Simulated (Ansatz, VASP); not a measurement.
Two plane-wave programs on Au

```
CELL_PARAMETERS angstrom
0.00000 2.05010 2.05010
2.05010 0.00000 2.05010
2.05010 2.05010 0.00000
ATOMIC_POSITIONS crystal
Au 0.00000 0.00000 0.00000
```

Alike in both runs: functional r2SCAN; dispersion rVV10; k mesh 18 × 18 × 18; occupations gaussian, width 0.1 eV; no spin polarisation.

Ansatz relaxed the structure, and its values are those at the end. VASP's run is a single point on that final structure, the one shown.

|  | VASP | Ansatz |
| --- | --- | --- |
| version | VASP 6.6.1 | Ansatz 0.2.0 |
| potentials or method | VASP PAW PBE potentials, release 64 (Au) | scalar-relativistic, plane waves, PAW |
| plane-wave cutoff (eV) | 520 | 500 |
| valence electrons in the cell | 11 | 19 |

|  | VASP | Ansatz | Ansatz less VASP |
| --- | --- | --- | --- |
| gap on the k mesh at the Fermi level (eV) | none | none | - |
| pressure (GPa) | 1.3 | 0.0 | -1.26 |

A gap of «none» marks a metal or a gap that the smearing closes. The two sets of potentials don't hold the same shells in valence.

Caveats: the PAW data sets were made with another functional, which shifts forces and pressure a little (VASP). The runs have no spin-orbit coupling, so splittings on Au are missing.
